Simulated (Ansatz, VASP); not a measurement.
# MgS in two plane-wave programs

One calculation is typed for both programs; each brings its own data sets. How far apart do they land? The cell is taken from a series of runs on this material, whose earlier steps may have relaxed, scaled, displaced or heated it; both programs get it as it stands.

Calculated with Ansatz 0.2.0; plane waves, with VASP 6.6.1 beside it; HSE06 with D3(BJ).

### 1. The starting structure

The structure is cubic, space group F-43m (No. 216). The conventional cell has a = 5.647 Å, b = 5.647 Å, c = 5.647 Å, α = 90.00°, β = 90.00°, γ = 90.00°. Mg has 4 S at 2.45 Å nearest. Nearest to S lie 4 Mg at 2.45 Å. Farther neighbours and most contacts between anions are not listed.

### 2. VASP: single point, HSE06 with D3(BJ)

A single point takes one fixed geometry, so differences don't come from the geometry; what else differs is listed under the comparison.

Lines of VASP's logs that name or quote its potential files are left out, and so is its time.

The run reads the wave functions of an earlier VASP run, which isn't shown here.

Input file INCAR:

```
SYSTEM = MgS
PREC = Accurate
ENCUT = 400
EDIFF = 1E-06
NELM = 100
ISMEAR = 0
SIGMA = 0.01
LREAL = .FALSE.
ALGO = Normal
LHFCALC = .TRUE.
AEXX = 0.25
GGA = PE
HFSCREEN = 0.208
IVDW = 12
VDW_S6 = 1
VDW_S8 = 2.31
VDW_A1 = 0.383
VDW_A2 = 5.685
LASPH = .TRUE.
NBANDS = 10
PRECFOCK = Fast
LORBIT = 11
LWAVE = .FALSE.
LCHARG = .FALSE.
KPAR = 8
ISIF = 2
```

Input file POSCAR:

```
MgS
1.0
    0.0000000000      2.8235328373      2.8235328373
    2.8235328373      0.0000000000      2.8235328373
    2.8235328373      2.8235328373      0.0000000000
Mg S
1 1
Direct
    0.0000000000      0.0000000000      0.0000000000
    0.7500000000      0.7500000000      0.7500000000
```

Input file KPOINTS:

```
Automatic mesh
0
Gamma
5 5 5
0 0 0
```

Potentials, in the order of the species: Mg and S (PBE family, release 64).

Launch:

```
$ mpirun -np 8 vasp_std
```

Numbers of over 12 decimals in the logs are rounded to 6 here.

Log:

```text
[banner, memory and clock lines left out]
running    8 mpi-ranks, on    1 nodes
 distrk:  each k-point on    1 cores,    8 groups
 distr:  one band on    1 cores,    1 groups

 POSCAR found type information on POSCAR MgS
 POSCAR found :  2 types and       2 ions
|                                                                             |
|           W    W    AA    RRRRR   N    N  II  N    N   GGGG   !!!           |
|           W    W   A  A   R    R  NN   N  II  NN   N  G    G  !!!           |
|           W    W  A    A  R    R  N N  N  II  N N  N  G       !!!           |
|           W WW W  AAAAAA  RRRRR   N  N N  II  N  N N  G  GGG   !            |
|           WW  WW  A    A  R   R   N   NN  II  N   NN  G    G                |
|           W    W  A    A  R    R  N    N  II  N    N   GGGG   !!!           |
|                                                                             |
|     For optimal performance we recommend to set                             |
|       NCORE = 2 up to number-of-cores-per-socket                            |
|     NCORE specifies how many cores store one orbital (NPAR=cpu/NCORE).      |
|     This setting can greatly improve the performance of VASP for DFT.       |
|     The default, NCORE=1 might be grossly inefficient on modern             |
|     multi-core architectures or massively parallel machines. Do your        |
|     Unfortunately you need to use the default for GW and RPA                |
|     calculations (for HF NCORE is supported but not extensively tested      |
|     yet).                                                                   |
|                                                                             |

 LDA part: xc-table for (Slater+PW92), standard interpolation
 found WAVECAR, reading the header
 POSCAR, INCAR and KPOINTS ok, starting setup
 FFT: planning ... GRIDC
 FFT: planning ... GRID_SOFT
 FFT: planning ... GRID
 reading WAVECAR
 the WAVECAR file was read successfully
 initial charge from wavefunction
 entering main loop
       N       E                     dE             d eps       ncg     rms          rms(c)
DAV:   1    -0.984199867383E+01   -0.98420E+01   -0.19881E-01   200   0.226E+00    0.969E-01
DAV:   2    -0.984330263360E+01   -0.13040E-02   -0.28519E-03   232   0.359E-01    0.714E-01
DAV:   3    -0.984315117254E+01    0.15146E-03   -0.93217E-05   232   0.708E-02    0.410E-01
DAV:   4    -0.984309484281E+01    0.56330E-04   -0.32462E-05   224   0.379E-02    0.228E-01
DAV:   5    -0.984307738754E+01    0.17455E-04   -0.11676E-05   210   0.237E-02    0.122E-01
DAV:   6    -0.984307218645E+01    0.52011E-05   -0.38580E-06   206   0.144E-02    0.643E-02
DAV:   7    -0.984307064153E+01    0.15449E-05   -0.14866E-06   212   0.917E-03    0.327E-02
DAV:   8    -0.984307026655E+01    0.37498E-06   -0.62020E-07   190   0.590E-03
   1 F= -.10486311E+02 E0= -.10486311E+02  d E =-.300848E-14
```

From OUTCAR (step 2):

```text
ion  position               nearest neighbor table
   1  0.000  0.000  0.000-   2 2.45   2 2.45   2 2.45   2 2.45
   2  0.750  0.750  0.750-   1 2.45   1 2.45   1 2.45   1 2.45

  LATTYP: Found a face centered cubic cell.
 ALAT       =     5.6470656746

 Subroutine GETGRP returns: Found 24 space group operations
 (whereof 24 operations were pure point group operations)

The static configuration has the point symmetry T_d .

 Found     10 irreducible k-points:

   k-points           NKPTS =     10   k-points in BZ     NKDIM =    125   number of bands    NBANDS=     10

   dimension x,y,z NGX =    28 NGY =   28 NGZ =   28
   dimension x,y,z NGXF=    56 NGYF=   56 NGZF=   56

   ENCUT  =  400.0 eV  29.40 Ry    5.42 a.u.   6.51  6.51  6.51*2*pi/ulx,y,z

   NELECT =       8.0000    total number of electrons

 k-points in reciprocal lattice and weights: Automatic mesh
   0.00000000  0.00000000  0.00000000       0.008
   0.20000000  0.00000000  0.00000000       0.064
   0.40000000  0.00000000  0.00000000       0.064
   0.20000000  0.20000000  0.00000000       0.048
   0.40000000  0.20000000  0.00000000       0.192
  -0.40000000  0.20000000  0.00000000       0.192
  -0.20000000  0.20000000  0.00000000       0.096
   0.40000000  0.40000000  0.00000000       0.048
  -0.40000000  0.40000000  0.00000000       0.096
  -0.40000000  0.40000000  0.20000000       0.192

  exchange ACFDT corr.  =         0.00000000  see jH, gK, PRB 81, 115126

 average (electrostatic) potential at core
       1 -34.2563       2 -84.4828

 E-fermi :   0.4294

 k-point     1 :       0.0000    0.0000    0.0000
  band No.  band energies     occupation
      1     -12.0705      2.00000
      2       0.3799      2.00000
      3       0.3799      2.00000
      4       0.3799      2.00000
      5       4.9336      0.00000
      6       9.5857      0.00000
      7       9.5857      0.00000
      8       9.5857      0.00000
      9      12.5965      0.00000
    ...

 k-point     2 :       0.2000    0.0000    0.0000
  band No.  band energies     occupation
      1     -11.8335      2.00000
      2      -1.0945      2.00000
      3       0.2456      2.00000
      4       0.2456      2.00000
      5       6.2171      0.00000
      6       9.3260      0.00000
      7       9.8728      0.00000
      8       9.8728      0.00000
      9      11.9471      0.00000
    ...

 k-point     3 :       0.4000    0.0000    0.0000
  band No.  band energies     occupation
      1     -11.3918      2.00000
      2      -2.7850      2.00000
      3       0.0494      2.00000
      4       0.0494      2.00000
      5       6.6631      0.00000
      6       9.3413      0.00000
      7       9.3413      0.00000
      8      10.1222      0.00000
      9      13.9143      0.00000
    ...

 Edisp (eV)   -0.64324

  Total      -0.57195    -0.57195    -0.57195     0.00000     0.00000    -0.00000
  in kB     -20.35441   -20.35441   -20.35441     0.00000     0.00000    -0.00000
  external pressure =      -20.35 kB  Pullay stress =        0.00 kB

  energy-cutoff  :      400.00
  volume of cell :       45.02
      direct lattice vectors                 reciprocal lattice vectors
     0.000000000  2.823532837  2.823532837    -0.177083118  0.177083118  0.177083118
     2.823532837  0.000000000  2.823532837     0.177083118 -0.177083118  0.177083118
     2.823532837  2.823532837  0.000000000     0.177083118  0.177083118 -0.177083118

 POSITION                                       TOTAL-FORCE (eV/Angst)
 -----------------------------------------------------------------------------------
      0.00000      0.00000      0.00000        -0.000000     -0.000000     -0.000000
      4.23530      4.23530      4.23530         0.000000      0.000000      0.000000
 -----------------------------------------------------------------------------------
    total drift:                               -0.000001     -0.000001     -0.000001

  FREE ENERGIE OF THE ION-ELECTRON SYSTEM (eV)
  ---------------------------------------------------
  free  energy   TOTEN  =       -10.4863112636 eV

  energy  without entropy=      -10.4863112636  energy(sigma->0) =      -10.48631126

 total charge
# of ion       s       p       d       tot
------------------------------------------
    1        0.162   0.148   0.039   0.350
    2        1.303   2.526   0.000   3.829
--------------------------------------------------
tot          1.465   2.674   0.039   4.178

[... 3 further parts left out ...]
```

The run ends at a pressure of -2.04 GPa.

### 3. Ansatz: single point, HSE06 with D3(BJ)

Ansatz runs on PAW files that the input asks for by source.

The same cell, functional and mesh now go to Ansatz, which takes its cutoff from its data sets.

Input file input.yaml:

```yaml
crystal:
  lattice:
    - [0.0, 2.8235328373, 2.8235328373]
    - [2.8235328373, 0.0, 2.8235328373]
    - [2.8235328373, 2.8235328373, 0.0]
  atoms:
    - { symbol: Mg, position: [0.0, 0.0, 0.0] }
    - { symbol: S, position: [0.75, 0.75, 0.75] }
kpoints:
  mp_grid: { grid: [5, 5, 5] }
hamiltonian:
  xc: hse06
  pseudopotentials: { kind: paw, source: ansatz }
  dispersion: d3bj
scf:
  occupations: { method: fixed }
  n_extra_bands: 4
  lower_state_search: "off"
  convergence: { dr2_threshold: 1.0e-09 }
output:
  eigenvalues: true
```

Launch:

```
$ ansatz run input.yaml --threads 8 --pin off --max-ram 18432MiB --backend cpu --events-out ev --progress --plain --runs-dir out
```

Log:

```text
scf.n_extra_bands = 4 over 8 filled bands (N_el = 16.0): the run solves 12 bands
Engine: ansatz 0.2.0, aarch64-unknown-linux-gnu
Pseudopotentials: kind: paw
Pseudopotential: Mg, paw, valence charge 10, recommended cutoff 620 eV (normal), Mg.paw.azcp
Pseudopotential: S, paw, valence charge 6, recommended cutoff 510 eV (normal), S.paw.azcp
Functional definition: HSE06
  parameter a = 0.25
  parameter omega = 0.11/bohr
  exchange = pbe_x - a*pbe_x_sr(omega) + a*exact_x_sr(omega)
  correlation = pbe_c
davidson cushion auto → on  (no smearing: the cushion is to keep the highest requested band from converging to the state above it; pin scf.eigensolver.cushion to override)
Crystal: 2 atoms, lattice volume = 45.020 Å³
Basis set: ecut = 620 eV, 1591 PW (Γ)
Bands: 12, of which v1, the nominal top of the filled ones, is band 8 counted from 1 (7 counted from 0)
Symmetry: 24 space group operations
Space group: F-43m (ITA 216), of the structure as read, at distance tolerance 3.6e-5 Å
k-points: 10 of 125 (time reversal used)
Non-local potential: Mg, projectors of the file, l = 0: 2, l = 1: 3, l = 2: 1, l = 3: 1
Non-local potential: S, projectors of the file, l = 0: 2, l = 1: 2, l = 2: 2
PAW form: soft (Blöchl's): semilocal exchange-correlation on the pseudo side does not see the compensation charge
PAW frozen core: Mg, regenerated for the run's functional, and the local potential with it (the file was generated under x = pbe(κ = 0.804, μ = 0.219515), c = pbe(β = 0.066725))
PAW frozen core: S, regenerated for the run's functional, and the local potential with it (the file was generated under x = pbe(κ = 0.804, μ = 0.219515), c = pbe(β = 0.066725))
PAW one-centre angular grid: Mg, 194 points (default); XC on 64 Gauss nodes
PAW one-centre angular grid: S, 110 points (default); XC on 64 Gauss nodes
Initial density: superposition of atomic densities (chi_scale 0.1, normalization cell, long waves kept (reshape's long-wave potential 0.00 eV rms))
Initial wavefunctions: pseudopotential atomic-orbital guess
Functional: x = pbe(κ = 0.804, μ = 0.219515), c = pbe(β = 0.066725), warm-up for x = pbe(κ = 0.804, μ = 0.219515) + 0.25 (exact − pbe) at short range (hse, ω = 0.207870 Å⁻¹), c = pbe(β = 0.066725); HSE06 as pw.x's `hse` composes it (authors' and Libxc's form: `xc: wpbeh`)
SCF iter   1: F=—  HF=-2829.498241 eV  |F-HF|=—  |Δ(HF+E_count)|=         —  Δρ=4.23e-2  dr2=6.62e-1  ethr=1.00e-1  ⟨swp⟩=6.6  Hψ=454  notcnv=0
preconditioner: auto → none  [insulator: Δε(μ)=3.600 eV  Ē_g=11.426 eV  n_scr=14 (ndim 8)  ℏωp=15.7 eV  f_vac=0.001]
SCF iter   2: F=—  HF=-2829.336199 eV  |F-HF|=—  |Δ(HF+E_count)|=   1.62e-1  Δρ=1.64e-2  dr2=8.16e-2  ethr=4.14e-3  ⟨swp⟩=3.8  Hψ=354  notcnv=0  defer=1
SCF iter   3: F=—  HF=-2829.339508 eV  |F-HF|=—  |Δ(HF+E_count)|=   3.31e-3  Δρ=4.61e-3  dr2=9.61e-3  ethr=5.10e-4  ⟨swp⟩=3.2  Hψ=321  notcnv=0  defer=2
iter 4 solved again at ethr=1.63e-6 eV; its pass at ethr=6.00e-5 eV (dr2=2.61e-4 eV) is discarded
SCF iter   4: F=-2829.341141 eV  HF=-2829.341062 eV  |F-HF|=7.86e-5  |Δ(HF+E_count)|=   1.55e-3  Δρ=1.02e-3  dr2=2.54e-4  ethr=1.63e-6  ⟨swp⟩=3.9  Hψ=689  notcnv=0
SCF 1 stopped early in 4 iterations: F = -2829.341141 eV  dr2 = 2.54e-4
  greatest PAW one-centre occupation: 0.986 electrons in one spin orbital (limit 2), on the Mg atom at site 0 (counted from 0), in its partial waves of l = 0
Initial density: handed on by an earlier stage of this run
Initial wavefunctions: those handed on with the density
Functional: x = pbe(κ = 0.804, μ = 0.219515) + 0.25 (exact − pbe) at short range (hse, ω = 0.207870 Å⁻¹), c = pbe(β = 0.066725); HSE06 as pw.x's `hse` composes it (authors' and Libxc's form: `xc: wpbeh`)
Exchange kernel: α = 0.2500, screened, ω = 0.2079 Å⁻¹, Wigner–Seitz truncation, v(0) = 1043.9861 eV·Å³, q-mesh 5×5×5, nearest image of the exchange supercell L = 19.97 Å, pair-density grid 18×18×18, without the augmentation charges, whose exchange is taken in its separable form by FFT convolution over the k-point mesh (sized by the pseudopotential files, 27×27×27 at the most), smooth part of the exact exchange by density-matrix convolution
Frozen-core exchange: fock
SCF iter   1: F=—  HF=-2830.353104 eV  |F-HF|=—  |Δ(HF+E_count)|=         —  Δρ=4.87e-3  dr2=5.29e-3  ethr=1.59e-5  ⟨swp⟩=6.1  Hψ=562  notcnv=0
preconditioner: auto → none  [insulator: Δε(μ)=4.514 eV  Ē_g=12.748 eV  n_scr=14 (ndim 8)  ℏωp=15.7 eV  f_vac=0.019]
SCF iter   2: F=—  HF=-2830.351440 eV  |F-HF|=—  |Δ(HF+E_count)|=   1.66e-3  Δρ=1.02e-3  dr2=5.54e-4  ethr=1.59e-5  ⟨swp⟩=3.0  Hψ=338  notcnv=0
SCF iter   3: F=—  HF=-2830.353367 eV  |F-HF|=—  |Δ(HF+E_count)|=   1.93e-3  Δρ=3.73e-4  dr2=5.54e-5  ethr=2.06e-6  ⟨swp⟩=3.2  Hψ=360  notcnv=0
SCF iter   4: F=—  HF=-2830.353357 eV  |F-HF|=—  |Δ(HF+E_count)|=   9.61e-6  Δρ=5.45e-5  dr2=2.71e-6  ethr=2.97e-7  ⟨swp⟩=2.7  Hψ=292  notcnv=0
SCF iter   5: F=-2830.353375 eV  HF=-2830.353376 eV  |F-HF|=2.15e-7  |Δ(HF+E_count)|=   1.85e-5  Δρ=4.41e-5  dr2=6.38e-7  ethr=4.17e-9  ⟨swp⟩=4.4  Hψ=482  notcnv=0  defer=1
SCF 2 stopped early in 5 iterations: F = -2830.353375 eV  dr2 = 6.38e-7
  greatest PAW one-centre occupation: 0.987 electrons in one spin orbital (limit 2), on the Mg atom at site 0 (counted from 0), in its partial waves of l = 0
hybrid outer 1: dexx = +2.296e-3 eV, tail = 3.64e-6 eV
Exchange kernel: α = 0.2500, screened, ω = 0.2079 Å⁻¹, Wigner–Seitz truncation, v(0) = 1043.9861 eV·Å³, q-mesh 5×5×5, nearest image of the exchange supercell L = 19.97 Å, pair-density grid 18×18×18, without the augmentation charges, whose exchange is taken in its separable form by FFT convolution over the k-point mesh (sized by the pseudopotential files, 27×27×27 at the most), smooth part of the exact exchange by density-matrix convolution
Frozen-core exchange: fock
SCF iter   1: F=—  HF=-2830.353329 eV  |F-HF|=—  |Δ(HF+E_count)|=         —  Δρ=2.39e-5  dr2=1.53e-7  ethr=1.14e-7  ⟨swp⟩=2.6  Hψ=288  notcnv=0
preconditioner: auto → none  [insulator: Δε(μ)=4.565 eV  Ē_g=12.764 eV  n_scr=14 (ndim 8)  ℏωp=15.7 eV  f_vac=0.026]
iter 2 solved again at ethr=3.28e-11 eV; its pass at ethr=7.05e-10 eV (dr2=5.25e-9 eV) is discarded
SCF iter   2: F=—  HF=-2830.353329 eV  |F-HF|=—  |Δ(HF+E_count)|=   8.13e-9  Δρ=7.48e-6  dr2=9.00e-9  ethr=3.28e-11  ⟨swp⟩=2.3  Hψ=706  notcnv=0
SCF iter   3: F=—  HF=-2830.353329 eV  |F-HF|=—  |Δ(HF+E_count)|=   3.23e-8  Δρ=6.30e-6  dr2=5.86e-9  ethr=3.28e-11  ⟨swp⟩=4.2  Hψ=449  notcnv=0  defer=1
SCF iter   4: F=-2830.353329 eV  HF=-2830.353329 eV  |F-HF|=8.91e-11  |Δ(HF+E_count)|=   5.83e-9  Δρ=5.42e-7  dr2=1.29e-10  ethr=3.28e-11  ⟨swp⟩=3.0  Hψ=352  notcnv=0
SCF 3 converged in 4 iterations: F = -2830.353329 eV  dr2 = 1.29e-10
hybrid outer 2: dexx = +2.874e-8 eV, tail = 5.46e-10 eV, Δε = 9.97e-4 eV (about 1.82e-5 eV left of the loop's levels)
hybrid SCF converged: 2 outer / 9 inner (+4 warm-up), last move |dexx| = 2.87e-8 eV, tail = 5.46e-10 eV
Stability not checked: this state was not tested for a lower state beside it, because the functional holds exact exchange (a hybrid, or Hartree-Fock), whose exchange loop this test does not read (fock_operator; see scf.lower_state_search)
Free energy (F): -2830.353329 eV
Frozen-core exchange: fock
Harris-Foulkes:  -2830.353329 eV  (|F-HF|=8.91e-11)
Internal energy: -2830.353329 eV  (E = F + TS)
E sigma→0 (E₀):  -2830.353329 eV
Fermi energy:    2.462036 eV
--- Per-component energies (eV) ---
  E_band       = -410.903414
  E_kinetic    = 297.590874
  E_local      = -1823.678402  (includes V_loc(G=0)·N_el)
  E_nonlocal   = -47.350714
  E_hartree    = 692.222318
  E_xc         = -107.131693
  E_vxc        = -125.163198  (∫ρ·V_xc dr)
  E_exx        = -62.949819  (= α·E_x^exact, valence–valence)
  E_paw        = -860.595783  (= ΣΔE_a)
  E_vpaw       = 29.153238  (= ΣTr[D̂ρ^β])
  E_aug_tail   = -0.000003  (compensation charges beyond the density's cutoff)
  E_ewald      = -917.687580
  E_disp       = -0.643365  (pairwise vdW)
  E_core_change = -0.129162  (= ΣΔE_core)
  E_smearing   = -0.000000  (= −TS)
  E_closure    = 0.000000  (closes the sum)
  Σ components = -2830.353329   (vs F -2830.353329, Δ=0.00e0)
--- Band table (eV; the first three rows and the last of 10) ---
  k-point 0: bands = [... 4 lower, -9.9825, 2.4620, 2.4620, 2.4620, 7.0274, 11.6815, 11.6815, 11.6815]
  k-point 1: bands = [... 4 lower, -9.7444, 0.9913, 2.3285, 2.3285, 8.3117, 11.4228, 11.9654, 11.9654]
  k-point 2: bands = [... 4 lower, -9.3010, -0.6959, 2.1335, 2.1335, 8.7662, 11.4292, 11.4292, 12.2074]
  k-point 9: bands = [... 4 lower, -9.0297, -0.2073, 0.6810, 1.3852, 9.0741, 11.1006, 11.4660, 13.6653]
```

### 4. Differences

Known differences besides the potentials themselves: exact exchange at q = 0 is treated differently, which shows on coarse meshes; VASP keeps PBE cores, Ansatz makes them for the functional; fixed occupations in Ansatz, narrow Gaussian smearing in VASP; the data sets hold 16 valence electrons in Ansatz (on PAW files that the input asks for by source) and 8 in VASP; the cutoff is 620 eV in Ansatz and 400 eV in VASP; VASP takes a coarser grid for exact exchange (PRECFOCK = Fast). Total energies have different zeros and are not compared.

Compared:

| quantity | Ansatz | VASP | difference |
| --- | --- | --- | --- |
| gap on the k mesh (eV) | 4.565 | 4.554 | +0.012 |

A gap on the mesh is an upper bound, since the band edges may lie between its points.

### 5. Summary of results

| Item | Value |
| --- | --- |
| difference in gap on the k mesh (single point, HSE06 with D3(BJ)) | 0.012 eV |

**Reading.** The difference in gap on the k mesh is 0.012 eV (single point, HSE06 with D3(BJ)), within the 0.08 eV picked in this series as the mark of a large difference. The data sets hold unlike numbers of valence electrons (16 in Ansatz and 8 in VASP), so part of the differences may come from the potentials. How closely two codes agree says nothing of how well the functional describes the real material.

[Lines on the potential files, build, host, timing and source positions are cut from VASP's logs without a mark.]

[Logs are printed without paths, hosts, clocks, repeated set-up lines and the standing remarks that a program may print on its own settings, such as how far it seeks lower states.]

[Hosts, paths, dates, database ids (printed as entryN), source tags and the programs' standing remarks are cut or masked in the printed files.]
